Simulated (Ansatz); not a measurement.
Calculation for Si (bcc type): DFT, PBE, all-electron LAPW, scalar-relativistic (Ansatz 0.2.0). This run: volume at 0.45 of the series' base cell.

The cell comes from a relaxation on PAW files under the same functional, begun from a prototype that needn't be the stable phase.

Command: `ansatz run input.yaml --threads 1 --pin off --max-ram 2048MiB --backend cpu --events-out ev --progress --plain --runs-dir out` It took 4.1 s on 1 thread of AMD EPYC 7R43 64-Core Processor (Zen 3), with other jobs on the host, peak memory 0.28 GiB.

```yaml
crystal:
  lattice:
    - [-1.1810192418, 1.1810192418, 1.1810192418]
    - [1.1810192418, -1.1810192418, 1.1810192418]
    - [1.1810192418, 1.1810192418, -1.1810192418]
  atoms:
    - { symbol: Si, position: [0.0, 0.0, 0.0] }
kpoints:
  mp_grid: { grid: [17, 17, 17] }
scf:
  occupations: { method: fermi_dirac, width: 0.05 }
hamiltonian:
  xc: pbe
  pseudopotentials: { kind: all_electron, lapw: { basis_error: 0.001 } }
output:
  forces: true
  stress: true
  eigenvalues: true
  populations: true
```

Output:

```
Si: projections on atomic orbitals take those of the free atom 1s2 2s2 2p6 3s2 3p2, of charge +0.00 (hamiltonian.pseudopotentials.projection_atoms)
LAPW: plane waves up to 9.300 Å⁻¹, error target 1.0e-3 eV per atom; small_component_spin mean_spin; Si in spheres of 1.023 Å, 12 of its electrons in bands, Dirac shells [] (how accurate: hamiltonian.pseudopotentials.lapw.basis_error, Limitations)
Engine: ansatz 0.2.0
Pseudopotentials: kind: all_electron
Pseudopotential: Si, LAPW, valence charge 12, lapw/all_electron/scalar/gaussian/Si, Koelling and Harmon's equation, gaussian nucleus
Functional definition: PBE
  parameter kappa = 0.804
  parameter beta = 0.06672455060314922
  exchange = pbe_x(kappa = kappa, mu = beta*pi^2/3)
  correlation = pbe_c(beta = beta)
Crystal: 1 atoms, lattice volume = 6.589 Å³
Basis set: ecut = 329.56024932753724 eV, 87 PW (Γ), exchange–correlation at level 2
Bands: 10, of which v1, the nominal top of the filled ones, is band 6 counted from 1 (5 counted from 0)
Symmetry: 48 space group operations
Space group: Im-3m (ITA 229), of the structure as read, at distance tolerance 1.9e-5 Å
k-points: 165 of 4913
Non-local potential: Si, projectors of the file, none
Initial density: superposition of atomic densities (chi_scale 0.1, normalization cell)
Initial wavefunctions: plane waves of lowest kinetic energy (no species holds an atomic orbital)
Functional: x = pbe(κ = 0.804, μ = 0.2195149727645171), c = pbe(β = 0.06672455060314922)
iter 1 solved again at ethr=1.71e-4 eV; its pass at ethr=1.00e-1 eV (dr2=2.05e-2 eV) is discarded
SCF iter   1: F=—  HF=-7886.868386 eV  |F-HF|=—  |Δ(HF+E_count)|=         —  Δρ=3.03e-2  dr2=2.06e-2  ethr=1.71e-4  ⟨swp⟩=3.4  Hψ=12831  notcnv=0
preconditioner: auto → none  [metal: Δε(μ)=0.085 eV  Ē_g=23.051 eV  σ=0.050 eV  W_gap=0.39  n_scr=0 (ndim 8)  ℏωp=28.9 eV  f_vac=0.000  D(μ)=0.27/eV (n_scr^D=0)]
SCF iter   2: F=—  HF=-7886.815514 eV  |F-HF|=—  |Δ(HF+E_count)|=   5.29e-2  Δρ=1.33e-2  dr2=3.70e-3  ethr=1.71e-4  ⟨swp⟩=2.0  Hψ=4670  notcnv=0
iter 3 solved again at ethr=1.06e-7 eV; its pass at ethr=3.09e-5 eV (dr2=1.28e-5 eV) is discarded
SCF iter   3: F=—  HF=-7886.804077 eV  |F-HF|=—  |Δ(HF+E_count)|=   1.14e-2  Δρ=8.90e-4  dr2=1.29e-5  ethr=1.06e-7  ⟨swp⟩=2.9  Hψ=8274  notcnv=0
SCF iter   4: F=—  HF=-7886.804073 eV  |F-HF|=—  |Δ(HF+E_count)|=   4.42e-6  Δρ=2.66e-4  dr2=1.60e-6  ethr=1.06e-7  ⟨swp⟩=2.0  Hψ=4024  notcnv=0
SCF iter   5: F=-7886.804073 eV  HF=-7886.804073 eV  |F-HF|=4.80e-10  |Δ(HF+E_count)|=   6.26e-7  Δρ=2.45e-6  dr2=1.20e-10  ethr=1.34e-8  ⟨swp⟩=2.0  Hψ=4024  notcnv=0
SCF 1 converged in 5 iterations: F = -7886.804073 eV  dr2 = 1.20e-10
SCF converged after 5 iterations
Free energy (F): -7886.804073 eV
Harris-Foulkes:  -7886.804073 eV  (|F-HF|=4.80e-10)
Internal energy: -7886.801454 eV  (E = F + TS)
E sigma→0 (E₀):  -7886.802764 eV
Entropy (-TS):   -0.002619 eV (-2.619 meV/atom)
Fermi energy:    29.107430 eV
--- Per-component energies (eV) ---
  E_band       = -500.886697
  E_kinetic    = 7956.125426
  E_xc         = -579.009003
  E_electrostatic = -15263.917878  (all electrons and nuclei)
  E_smearing   = -0.002619  (= −TS)
  E_closure    = 0.000000  (closes the sum)
  E_atoms      = -7886.856883  (free atoms, spherical and without spin; not in F)
  Σ components = -7886.804073   (vs F -7886.804073, Δ=0.00e0)
  Basis errors (estimates in eV, not in F): energy 3.6e-4 per atom: plane waves 3.2e-4 (1.7e-4 summed), levels above the bands 9.2e-195, relativity 6.0e-9, radial functions 4.6e-5, core shells 5.3e-14; eigenvalues (radial functions only) 8.0e-6; not estimated: angular momenta, meshes, grids; target (lapw.basis_error) 1.0e-3; muffin-tin radii Si 1.023 Å
--- Forces (eV/Å), atoms counted from 1 ---
  atom   1  Si    -0.00000000    -0.00000000    -0.00000000
  max |Σ_I F_I| component: 6.57e-32 eV/Å
--- Stress (GPa, compression-positive) ---
      390.066507       0.000000       0.000000
        0.000000     390.066507       0.000000
        0.000000       0.000000     390.066507
  P = ⅓ Tr σ = 390.0665 GPa (3900.665 kbar)
--- Band table (eV; the first three rows and the last of 165) ---
  k-point 0: bands = ["-105.4873", "-61.3394", "-61.3394", "-61.3394", "5.5843", "45.9427", "45.9427", "45.9427", "51.7304", "51.7304"]
  k-point 1: bands = ["-105.4851", "-61.3473", "-61.3421", "-61.3394", "5.7623", "44.6339", "45.2234", "45.6814", "50.2165", "50.7350"]
  k-point 2: bands = ["-105.4790", "-61.3701", "-61.3497", "-61.3393", "6.2942", "41.1904", "43.6482", "45.0373", "49.0477", "49.3536"]
  k-point 164: bands = ["-105.3786", "-61.5086", "-61.5073", "-61.5073", "25.8104", "27.4630", "29.0134", "29.0134", "30.4891", "43.7006"]
--- Löwdin populations: 1 site ---
  site symbol       q [e]
     0     Si     13.7883
  spilling = 0.015124 (of n_electrons = 14.000000)
```

populations.tsv:

```
# site	symbol	l	j	q
# orbitals = lowdin
# n_electrons = 14.000000
# spilling = 0.015124
# projection_atom_Si: 1s2 2s2 2p6 3s2 3p2
0	Si	0_1S	-	1.999477
0	Si	0_2S	-	1.961370
0	Si	0_3S	-	1.011435
0	Si	1_2P	-	5.986666
0	Si	1_3P	-	2.829322
```

Next run (volume at 0.4 of the series' base cell), as changes to the input before:

```diff
   lattice:
-    - [-1.1810192418, 1.1810192418, 1.1810192418]
-    - [1.1810192418, -1.1810192418, 1.1810192418]
-    - [1.1810192418, 1.1810192418, -1.1810192418]
+    - [-1.1355496627, 1.1355496627, 1.1355496627]
+    - [1.1355496627, -1.1355496627, 1.1355496627]
+    - [1.1355496627, 1.1355496627, -1.1355496627]
   atoms:
   mp_grid: { grid: [17, 17, 17] }
+  band_path:
+    path:
+      - [0.0, 0.0, 0.0]
+      - [0.5, -0.5, 0.5]
+      - [0.0, 0.0, 0.5]
+      - [0.0, 0.0, 0.0]
+      - [0.25, 0.25, 0.25]
+      - [0.5, -0.5, 0.5]
+      - [0.25, 0.25, 0.25]
+      - [0.0, 0.0, 0.5]
+    npoints: 8
 scf:
   populations: true
+  dos: { projected: true, de: 0.2, e_range: [-14, 8] }
```

Results part of the output:

```
SCF 1 converged in 5 iterations: F = -7884.649940 eV  dr2 = 1.33e-10
NSCF: frozen V_eff on 57 k-points
SCF converged after 5 iterations
Free energy (F): -7884.649940 eV
Harris-Foulkes:  -7884.649940 eV  (|F-HF|=7.08e-10)
Internal energy: -7884.647744 eV  (E = F + TS)
E sigma→0 (E₀):  -7884.648842 eV
Entropy (-TS):   -0.002195 eV (-2.195 meV/atom)
Fermi energy:    32.622999 eV
--- Per-component energies (eV) ---
  E_band       = -463.331285
  E_kinetic    = 7967.655688
  E_xc         = -581.162309
  E_electrostatic = -15271.141123  (all electrons and nuclei)
  E_smearing   = -0.002195  (= −TS)
  E_closure    = 0.000000  (closes the sum)
  E_atoms      = -7886.856883  (free atoms, spherical and without spin; not in F)
  Σ components = -7884.649940   (vs F -7884.649940, Δ=0.00e0)
  Basis errors (estimates in eV, not in F): energy 3.3e-4 per atom: plane waves 2.9e-4 (1.6e-4 summed), levels above the bands 1.9e-215, relativity 1.5e-8, radial functions 3.7e-5, core shells 2.3e-13; eigenvalues (radial functions only) 8.3e-6; not estimated: angular momenta, meshes, grids; target (lapw.basis_error) 1.0e-3; muffin-tin radii Si 0.983 Å
--- Forces (eV/Å), atoms counted from 1 ---
  atom   1  Si    -0.00000000    -0.00000000    -0.00000000
  max |Σ_I F_I| component: 4.93e-31 eV/Å
--- Stress (GPa, compression-positive) ---
      564.622628       0.000000       0.000000
        0.000000     564.622628       0.000000
        0.000000       0.000000     564.622628
  P = ⅓ Tr σ = 564.6226 GPa (5646.226 kbar)
--- Band table (eV; the first three rows and the last of 165) ---
  k-point 0: bands = ["-102.2035", "-57.9545", "-57.9545", "-57.9545", "7.4121", "50.2228", "50.2228", "50.2228", "56.3990", "56.3990"]
  k-point 1: bands = ["-102.2000", "-57.9667", "-57.9584", "-57.9545", "7.6039", "48.8705", "49.4259", "50.0395", "54.7421", "55.3990"]
  k-point 2: bands = ["-102.1898", "-58.0016", "-57.9699", "-57.9545", "8.1767", "45.2266", "47.6945", "49.5683", "53.6788", "53.8887"]
  k-point 164: bands = ["-102.0248", "-58.2086", "-58.2065", "-58.2065", "28.6226", "30.0490", "32.7684", "32.7684", "34.0288", "50.2542"]
--- Löwdin populations: 1 site ---
  site symbol       q [e]
     0     Si     13.7641
  spilling = 0.016848 (of n_electrons = 14.000000)
```
